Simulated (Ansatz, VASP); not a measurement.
# Two plane-wave programs on Pt

The input INCAR:

```
SYSTEM = Pt
PREC     = Accurate       ! precision mode
ENCUT    = 520            ! plane-wave cutoff, eV
EDIFF    = 1E-6           ! SCF threshold, eV
ISMEAR   = -1             ! smearing method
SIGMA    = 0.1            ! smearing width, eV
LREAL    = .False.        ! projectors in reciprocal space
LASPH    = .True.         ! aspherical terms in the spheres
NELM     = 100            ! most SCF steps
ALGO     = Normal         ! electronic algorithm
ISIF     = 2              ! what is computed and relaxed
LWAVE    = .False.        ! write WAVECAR
LCHARG   = .False.        ! write CHGCAR
GGA      = PE             ! functional
NBANDS   = 11             ! bands
```

File KPOINTS:

```
regular mesh
0
Gamma
  14 14 14
  0 0 0
```

File POSCAR:

```
Pt
1.0
    0.0000000000      1.9609000000      1.9609000000
    1.9609000000      0.0000000000      1.9609000000
    1.9609000000      1.9609000000      0.0000000000
Pt
1
Direct
    0.0000000000      0.0000000000      0.0000000000
```

Input for Ansatz:

```yaml
crystal:
  lattice:
    - [0.0, 1.9609, 1.9609]
    - [1.9609, 0.0, 1.9609]
    - [1.9609, 1.9609, 0.0]
  atoms:
    - { symbol: Pt, position: [0.0, 0.0, 0.0] }
kpoints:
  mp_grid: { grid: [14, 14, 14] }
scf:
  occupations: { method: fermi_dirac, width: 0.1 }
  lower_state_search: "off"
hamiltonian:
  xc: pbe
  pseudopotentials: { kind: paw }
output:
  forces: true
  stress: true
  eigenvalues: true
  populations: true
  dos: { projected: true, de: 0.1, e_range: [-8, 5] }
```

Alike in both runs: task single point; functional PBE; k mesh 14 × 14 × 14; occupations fermi-dirac, width 0.1 eV; no spin polarisation.

```csv
,VASP,Ansatz
version,VASP 6.6.1,Ansatz 0.2.0
potentials or method,"VASP PAW PBE potentials, release 64 (Pt)","PAW with Ansatz's default frozen-core files, scalar-relativistic"
plane-wave cutoff (eV),520,420
valence electrons in the cell,10,18
```

|  | VASP | Ansatz | Ansatz less VASP |
| --- | --- | --- | --- |
| pressure (GPa) | 9.8 | 10.3 | +0.54 |

The functional is the same, so the differences come from potentials, cutoffs and numerics. The two sets of potentials don't hold the same shells in valence.

The runs have no spin-orbit coupling, so splittings on Pt are missing.
